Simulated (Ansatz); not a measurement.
Crystal: BN.

```
N B
1.0
     2.50804    0.00000    0.00000
    -1.24671    2.17623    0.00000
    -0.63067   -1.08812    3.02254
N B
1 1
Direct
  0.66851 0.33238 0.98500
  0.97964 0.98350 0.00181
```

The cell comes from a database or a generator and needn't be the stable form of this composition.

```yaml
Program: Ansatz 0.2.0
Task: single point
Functional: PBE
Potentials_or_basis: Ansatz PAW
Cutoff: "420 eV (not typed: the program's choice for these potentials)"
k_mesh: 13 × 13 × 9
Occupations: fermi-dirac, width 0.05 eV
Spin: no spin polarisation
```

On this cell: pressure 5.0 GPa; largest force 2.729 eV/Å; band gap on the k mesh 2.85 eV, indirect (least direct gap 4.54 eV).

The same run follows on a disturbed copy (atoms moved at random, drawn with an rms of 0.05 Å):

```
N B
1.0
     2.50804    0.00000    0.00000
    -1.24671    2.17623    0.00000
    -0.63067   -1.08812    3.02254
N B
1 1
Direct
  0.67171 0.32288 0.97790
  0.98057 0.96724 0.99614
```

Question: What changes?

Answer: The energy moves by +20.0 meV/atom; pressure 5.7 GPa; largest force 3.306 eV/Å; band gap on the k mesh 2.94 eV, indirect (least direct gap 4.49 eV).

Forces in eV/Å, atoms in the order of the input:
```
N   -1.503 -2.877  0.630
B    1.503  2.877 -0.630
```

Stress tensor (GPa, compression positive):
```
-3.79 -4.58  0.52
-4.58 12.79  1.70
 0.52  1.70  8.18
```

Caveats: odd divisions of the mesh miss points on the zone boundary, where band edges often lie, so the gap on the mesh can be too wide; forces of over 1 eV/Å show positions far from the minimum, so gaps and moduli don't describe the material at rest (some runs).

A k mesh can miss the band edges.
